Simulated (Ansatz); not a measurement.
## Gradients in GaS at several cell volumes

Reference cell: an entry of the Crystallography Open Database (COD), its atoms then relaxed with PBE in this cell.

```cif
data_GaS
_symmetry_space_group_name_H-M 'P6_3/mmc'
_symmetry_Int_Tables_number 194
_cell_length_a 3.5850
_cell_length_b 3.5850
_cell_length_c 15.5000
_cell_angle_alpha 90.000
_cell_angle_beta 90.000
_cell_angle_gamma 120.000
loop_
_atom_site_label
_atom_site_type_symbol
_atom_site_symmetry_multiplicity
_atom_site_Wyckoff_symbol
_atom_site_fract_x
_atom_site_fract_y
_atom_site_fract_z
Ga Ga 4 f 0.3333 0.6667 0.1710
S S 4 f 0.3333 0.6667 0.6008
```

One atom of each set is listed.

The numbers come from a DFT calculation in Ansatz (PBE, plane waves and PAW, scalar-relativistic, 420 eV cutoff, Γ-centred 14×14×3 k-points, Fermi–Dirac smearing 0.02 eV).

The cell is scaled uniformly, and the ions relax again at each size.

V_zz in 10²¹ V/m²:

```csv
V/V₀,Ga V_zz (η),S V_zz (η)
0.94,-8.00 (0.00),-4.32 (0.00)
0.98,-7.87 (0.00),-5.14 (0.00)
1.00,-7.81 (0.00),-5.58 (0.00)
1.02,-7.76 (0.00),-5.91 (0.00)
1.06,-7.59 (0.00),-6.68 (0.00)
```

Question: One more run gives Ga -7.66 (0.00), S -6.30 (0.00). At which V/V₀ was it made?

Answer: V/V₀ = 1.04. S changes steadily, and interpolating it between the rows gives 1.040. Logarithmic slopes d ln|V_zz|/d ln V over the series: Ga -0.4, S 3.6. Point charges on a uniformly scaled lattice would give −1; atoms that shift within the cell as it changes, and charge that moves in the bonds, make the difference.

No dispersion correction is included, which matters between the layers of this solid.
